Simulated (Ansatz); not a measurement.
A 2-atom cell of GaN started from a crystallographic database (r2SCAN geometry), in Ansatz:

```cif
data_structure
_symmetry_space_group_name_H-M 'P 1'
_symmetry_Int_Tables_number 1
_cell_length_a 2.9819
_cell_length_b 2.9819
_cell_length_c 2.9819
_cell_angle_alpha 60.000
_cell_angle_beta 60.000
_cell_angle_gamma 60.000
_cell_volume 18.75
loop_
_atom_site_label
_atom_site_type_symbol
_atom_site_fract_x
_atom_site_fract_y
_atom_site_fract_z
_atom_site_occupancy
Ga1 Ga 0.50000 0.50000 0.50000 1
N1 N 0.00000 0.00000 0.00000 1
```

G0W0@PBE with 102 empty bands, a screening cutoff of 180 eV and a 6×6×6 mesh (PAW, contour deformation) gives 1.453 eV over the mesh points, from a PBE gap of 0.626 eV; it sums over 111 bands with 113 plane waves in the screening and a wave cutoff of 420 eV. G0W0 values are finite-basis, finite-mesh values. Calculated for a static, non-magnetic cell.

(1) Estimate the gap with empty bands 42, screening cutoff 100 eV.

(2) Estimate the gap with potentials of the kind norm-conserving.

Results:

(1) 1.440 eV (-0.013 eV), from a Kohn-Sham gap of 0.626 eV.

(2) 1.495 eV (+0.042 eV), from a Kohn-Sham gap of 0.615 eV.

With a shallow d shell on the cation, G0W0 converges slowly in bands and cutoff, so these values are in doubt.
